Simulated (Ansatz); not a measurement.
Electronic bands of the TiPbO3 (1 0 0) slab, simulated with Ansatz.

Miller indices refer to the conventional cell of Pm-3m (No. 221), a = 3.966 Å, b = 3.966 Å, c = 3.966 Å, α = 90.00°, β = 90.00°, γ = 90.00°.

The slab has 7 planes, was cut to end in TiO2 at the top (+c) and TiO2 at the bottom, and its atoms stand where a relaxation without spin-orbit coupling left them. Listed are levels within 1.2 eV of the Fermi level, the 22 nearest at most. Weights are Löwdin projections on the datasets' atomic orbitals, as shares of the full norm: they are low for levels that spill into the vacuum or into shells that a dataset lacks. Two planes next to each face count as outer, 4 of 7 in all, so a level spread evenly over the slab has a weight near 0.57.

```yaml
crystal:
  lattice:
    - [3.96650, 0.00000, 0.00000]
    - [0.00000, 3.96650, 0.00000]
    - [0.00000, 0.00000, 26.89949]
  atoms:
    - { symbol: Ti, position: [0.50000, 0.50000, 0.28347] }
    - { symbol: O, position: [0.50000, 0.00000, 0.27798] }
    - { symbol: O, position: [0.00000, 0.50000, 0.27798] }
    - { symbol: Pb, position: [0.00000, 0.00000, 0.34386] }
    - { symbol: O, position: [0.50000, 0.50000, 0.35096] }
    - { symbol: Ti, position: [0.50000, 0.50000, 0.42783] }
    - { symbol: O, position: [0.50000, 0.00000, 0.42664] }
    - { symbol: O, position: [0.00000, 0.50000, 0.42664] }
    - { symbol: Pb, position: [0.00000, 0.00000, 0.50000] }
    - { symbol: O, position: [0.50000, 0.50000, 0.50000] }
    - { symbol: Ti, position: [0.50000, 0.50000, 0.57217] }
    - { symbol: O, position: [0.50000, 0.00000, 0.57336] }
    - { symbol: O, position: [0.00000, 0.50000, 0.57336] }
    - { symbol: Pb, position: [0.00000, 0.00000, 0.65614] }
    - { symbol: O, position: [0.50000, 0.50000, 0.64904] }
    - { symbol: Ti, position: [0.50000, 0.50000, 0.71653] }
    - { symbol: O, position: [0.50000, 0.00000, 0.72202] }
    - { symbol: O, position: [0.00000, 0.50000, 0.72202] }
```

Level of theory: Ansatz, DFT PBE, scalar-relativistic, plane waves, PAW.

Plane waves to 420 eV, a k mesh through Γ of 7×7×1 on the computed 18-atom cell and Gaussian smearing (0.05 eV); no spin polarisation. A dipole correction removes the field between periodic images along c.

Launched as
```bash
ansatz run input.yaml --threads 4 --pin off --max-ram 9216MiB --backend cpu --events-out ev --progress --plain --runs-dir out
```

2.3 min on 4 threads of Intel(R) Xeon(R) Processor @ 2.50GHz (Skylake/Cascade Lake) (shared host), peak memory 2.2 GiB

Levels at X (0.500, 0.000), in eV from the Fermi level, with weights (averaged over levels within 1.5 meV, which needn't be degenerate by symmetry):
```
 level  outer two planes of both faces
-0.972                            0.40
 0.835                            0.22
```

Levels at Γ (0.000, 0.000), in eV from the Fermi level, with weights (averaged over levels within 1.5 meV, which needn't be degenerate by symmetry):
```
 level  levels within 1.5 meV  outer two planes of both faces
-1.110                      1                            0.32
 0.824                      2                            0.20
 0.894                      1                            0.00
 0.899                      1                            0.00
 0.952                      2                            0.99
```

Levels at M (0.500, 0.500), in eV from the Fermi level, with weights (averaged over levels within 1.5 meV, which needn't be degenerate by symmetry):
```
 level  levels within 1.5 meV  outer two planes of both faces
-0.861                      1                            0.00
-0.839                      1                            0.00
-0.737                      2                            0.99
```

The slab has a gap of 1.56 eV on the points sampled. With 7 planes the outer ones are most of the slab, so weights don't single out surface states. In a slab this thin the states of the two faces can couple and split. Spin-orbit coupling is left out, which matters for the bands of heavy elements.
